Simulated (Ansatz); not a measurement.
**Bi2Te3 (R-3m), generalised stacking fault**

Computed with DFT PBE, scalar-relativistic, plane waves, PAW (Ansatz 0.2.0). Settings: plane waves to 420 eV, k-mesh 9×9×1 (Γ-centred), Gaussian smearing 0.05 eV. Spin–orbit coupling is left out, which can shift energies with elements as heavy as these. No spin polarisation. Energies are free energies at this smearing, counted from the undisturbed cell; pressure is positive in compression.

The starting cell (relaxed at this level):

```xyz
15
Lattice="-4.4465 0.0000 0.0000 -2.2233 -3.8508 0.0000 0.0000 0.0000 32.1687" Properties=species:S:1:pos:R:3 pbc="T T T"
Bi   -4.4465   -2.5672   18.1396
Bi    0.0000    0.0000    7.4167
Bi   -2.2233   -1.2836   28.8625
Bi   -4.4465   -2.5672   24.7530
Bi    0.0000    0.0000   14.0301
Bi   -2.2233   -1.2836    3.3072
Te   -4.4465   -2.5672    5.3620
Te    0.0000    0.0000   26.8078
Te   -2.2233   -1.2836   16.0849
Te   -4.4465   -2.5672   12.3115
Te    0.0000    0.0000    1.5886
Te   -2.2233   -1.2836   23.0344
Te   -4.4465   -2.5672   30.5811
Te    0.0000    0.0000   19.8583
Te   -2.2233   -1.2836    9.1354
```

The cell holds layers and no dispersion correction was added, so their binding is poorly described.

The cut lies on the cell's a–b face, a (0 0 1) plane (indices in the standard cell, whose axes needn't be the Cartesian ones shown) of area 17.12 Å², between layers 3.18 Å apart. Vector c is tilted by f times 1·a + 1·b (length 7.702 Å) with the atoms' Cartesian places fixed: one unrelaxed fault a cell.

| f | γ (mJ/m²) |
| --- | --- |
| 0.0000 | 0 |
| 0.0833 | 12 |
| 0.1667 | 27 |
| 0.2500 | 28 |
| 0.3333 | 22 |
| 0.4167 | 42 |
| 0.5000 | 115 |
| 0.5833 | 223 |
| 0.6667 | 279 |
| 0.7500 | 221 |
| 0.8333 | 105 |
| 0.9167 | 24 |

Cost: 12 runs of about 9.5 core-minutes in all, on AMD EPYC 9R45 (Zen 5) (shared hosts).